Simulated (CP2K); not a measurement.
# How the settings of CP2K move a run on MgS

Simulated with CP2K 2026.2. This is a test of settings. The cell was built from a prototype and was relaxed with r2SCAN in plane waves (Ansatz 0.2.0). Not every such cell is a known phase. All runs are without spin polarisation.

The symmetry is P6_3mc (No. 186, hexagonal); a = 4.029 Å, c = 6.454 Å in the conventional setting, 22.68 Å³ an atom. Mg is surrounded by 4 S at 2.45–2.46 Å; S is surrounded by 4 Mg at 2.45–2.46 Å.

The base run uses PBE in the SZV-MOLOPT-SR basis.

```
&GLOBAL
 PROJECT run
 RUN_TYPE ENERGY_FORCE
 PRINT_LEVEL LOW
&END GLOBAL
&FORCE_EVAL
 METHOD QS
 STRESS_TENSOR ANALYTICAL
 &DFT
  BASIS_SET_FILE_NAME BASIS_MOLOPT
  POTENTIAL_FILE_NAME GTH_POTENTIALS
  &QS
   EXTRAPOLATION USE_GUESS
  &END QS
  &MGRID
   CUTOFF 700
   REL_CUTOFF 50
  &END MGRID
  &XC
   &XC_FUNCTIONAL PBE
   &END XC_FUNCTIONAL
  &END XC
  &KPOINTS
   SCHEME MONKHORST-PACK 5 5 3
   SYMMETRY F
   FULL_GRID F
  &END KPOINTS
  &SCF
   ADDED_MOS 10
   EPS_SCF 1e-6
   MAX_SCF 80
   &DIAGONALIZATION
   &END DIAGONALIZATION
   &MIXING
    METHOD BROYDEN_MIXING
    ALPHA 0.3
   &END MIXING
   &SMEAR
    METHOD FERMI_DIRAC
    ELECTRONIC_TEMPERATURE [K] 232
   &END SMEAR
   &PRINT
    &ITERATION_INFO
    &END ITERATION_INFO
   &END PRINT
  &END SCF
  &PRINT
   &BAND_STRUCTURE
    FILE_NAME bands.bs
    ADDED_MOS 6
    &KPOINT_SET
     UNITS B_VECTOR
     SPECIAL_POINT 0.00000000 0.00000000 0.00000000
     NPOINTS 0
    &END KPOINT_SET
    &KPOINT_SET
     UNITS B_VECTOR
     SPECIAL_POINT 0.50000000 0.00000000 0.00000000
     NPOINTS 0
    &END KPOINT_SET
    &KPOINT_SET
     UNITS B_VECTOR
     SPECIAL_POINT 0.33333333 0.33333333 0.00000000
     NPOINTS 0
    &END KPOINT_SET
    &KPOINT_SET
     UNITS B_VECTOR
     SPECIAL_POINT 0.00000000 0.00000000 0.50000000
     NPOINTS 0
    &END KPOINT_SET
    &KPOINT_SET
     UNITS B_VECTOR
     SPECIAL_POINT 0.50000000 0.00000000 0.50000000
     NPOINTS 0
    &END KPOINT_SET
    &KPOINT_SET
     UNITS B_VECTOR
     SPECIAL_POINT 0.33333333 0.33333333 0.50000000
     NPOINTS 0
    &END KPOINT_SET
   &END BAND_STRUCTURE
  &END PRINT
 &END DFT
 &SUBSYS
  &CELL
   A 4.02862563 0.00000000 0.00000000
   B -2.01431282 3.48889214 0.00000000
   C -0.00000000 0.00000000 6.45439279
  &END CELL
  &COORD
   SCALED
   Mg 0.33333333 0.66666667 -0.00287272
   Mg 0.66666667 0.33333333 0.49712728
   S 0.33333333 0.66666667 0.37787272
   S 0.66666667 0.33333333 0.87787272
  &END COORD
  &KIND Mg
   BASIS_SET SZV-MOLOPT-SR-GTH
   POTENTIAL GTH-PBE
  &END KIND
  &KIND S
   BASIS_SET SZV-MOLOPT-SR-GTH
   POTENTIAL GTH-PBE
  &END KIND
 &END SUBSYS
 &PRINT
  &STRESS_TENSOR
  &END STRESS_TENSOR
  &FORCES
  &END FORCES
 &END PRINT
&END FORCE_EVAL
```

Command: `cp2k.psmp -i run.inp`. It took 7.4 s on 2 threads of Intel(R) Xeon(R) Platinum 8488C (Sapphire Rapids) (shared host), peak memory 0.49 GiB.

It converged with a gap of 0.78 eV and a pressure of 0.26 GPa (positive in compression). Pressures on CP2K's grid carry noise of some tenths of a GPa.

Each further run moved one setting: ALPHA (mixing weight); ELECTRONIC_TEMPERATURE (smearing temperature in K); KPOINTS (Monkhorst-Pack mesh); XC_FUNCTIONAL (functional, with the PBE potentials kept); CUTOFF (density grid cutoff in Ry); CHARGE (charge of the cell). Changes are from the base run, which isn't itself converged in every setting; energies of another Hamiltonian, functional, basis or charge aren't compared, and those at a high electronic temperature are mostly its entropy term. CP2K's gap is over the listed points.

```
                     setting  how it ended  gap change (eV)  energy change (meV/atom)  pressure change (GPa)  time (s)
                 ALPHA = 0.6     converged             0.00                       0.0                   0.00       6.2
 ELECTRONIC_TEMPERATURE = 50     converged             0.00                       0.0                   0.00       7.3
             KPOINTS = 7x7x7     converged             0.00                      -2.1                   0.07       8.5
        XC_FUNCTIONAL = OLYP     converged             0.42                         –                  -0.14         7
                CUTOFF = 200     converged            -0.03                    1628.6                 -41.85       3.8
CHARGE = 1 (poor on purpose)     converged                –                         –                      –        12
```

ALPHA = 0.6 changes nothing that matters here. ELECTRONIC_TEMPERATURE = 50 changes nothing that matters here.
